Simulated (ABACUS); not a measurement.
The system is I.

```xyz
1
Lattice="0.0000 2.3656 3.9098 2.1922 0.0000 3.9098 2.1922 2.3656 0.0000" Properties=species:S:1:pos:R:3 pbc="T T T"
I     0.0000    0.0000    0.0000
```

| Item | Value |
| --- | --- |
| Program | ABACUS 3.10.1 |
| Task | relaxation of cell and atoms |
| Functional | BP86 |
| Potentials or basis | Ansatz NC PBE |
| Cutoff | 966 eV |
| Density cutoff | 3864 eV |
| Basis | plane waves |
| k mesh | 7 × 7 × 7 |
| Occupations | fermi-dirac, width 0.05 eV |
| Spin | no spin polarisation |

At the start: pressure 0.9 GPa; volume 40.55 Å³/atom.

Task: Where does the relaxation end?

Result: Over 24 steps the energy falls by 13.6 meV/atom and the volume is 45.88 Å³/atom (+13.1 %); space group Fmmm (No. 69, to 0.05 Å).

Step by step:
| step | energy change (eV) | largest force (eV/Å) | pressure (GPa) | volume (Å³) |
| --- | --- | --- | --- | --- |
| 1 | 0.0000 | 0.0000 | 0.95 | 40.55 |
| 2 | -0.0046 | 0.0000 | 0.03 | 42.03 |
| 3 | -0.0046 | 0.0000 | -0.01 | 42.11 |
| 4 | -0.0075 | 0.0000 | 0.00 | 42.64 |
| 5 | -0.0119 | 0.0000 | 0.07 | 44.20 |
| 6 | -0.0124 | 0.0000 | 0.05 | 44.39 |
| 7 | -0.0130 | 0.0000 | 0.03 | 44.78 |
| 8 | -0.0132 | 0.0000 | 0.09 | 44.89 |
| 9 | -0.0132 | 0.0000 | 0.16 | 44.99 |
| 10 | -0.0133 | 0.0000 | 0.13 | 45.09 |
| 11 | -0.0135 | 0.0000 | 0.07 | 45.41 |
| 12 | -0.0135 | 0.0000 | 0.05 | 45.42 |
| 13 | -0.0135 | 0.0000 | 0.03 | 45.44 |
| 14 | -0.0135 | 0.0000 | 0.03 | 45.46 |
| 15 | -0.0135 | 0.0000 | 0.02 | 45.53 |
| 16 | -0.0135 | 0.0000 | 0.01 | 45.55 |
| 17 | -0.0135 | 0.0000 | 0.01 | 45.63 |
| 18 | -0.0135 | 0.0000 | 0.02 | 45.65 |
| 19 | -0.0136 | 0.0000 | 0.04 | 45.71 |
| 20 | -0.0136 | 0.0000 | 0.01 | 45.77 |
| 21 | -0.0136 | 0.0000 | 0.00 | 45.78 |
| 22 | -0.0136 | 0.0000 | 0.01 | 45.80 |
| 23 | -0.0136 | 0.0000 | 0.01 | 45.86 |
| 24 | -0.0136 | 0.0000 | 0.00 | 45.88 |

Final structure:
```cif
data_structure
_symmetry_space_group_name_H-M 'P 1'
_symmetry_Int_Tables_number 1
_cell_length_a 4.9432
_cell_length_b 4.8824
_cell_length_c 3.2537
_cell_angle_alpha 71.675
_cell_angle_beta 69.655
_cell_angle_gamma 38.670
_cell_volume 45.88
loop_
_atom_site_label
_atom_site_type_symbol
_atom_site_fract_x
_atom_site_fract_y
_atom_site_fract_z
_atom_site_occupancy
I1 I 0.00000 0.00000 0.00000 1
```

Caveat: the potentials were made for another functional, which shifts forces and pressure; an odd number of electrons without spin polarisation forces a metal; a magnetic or distorted state may lie lower.
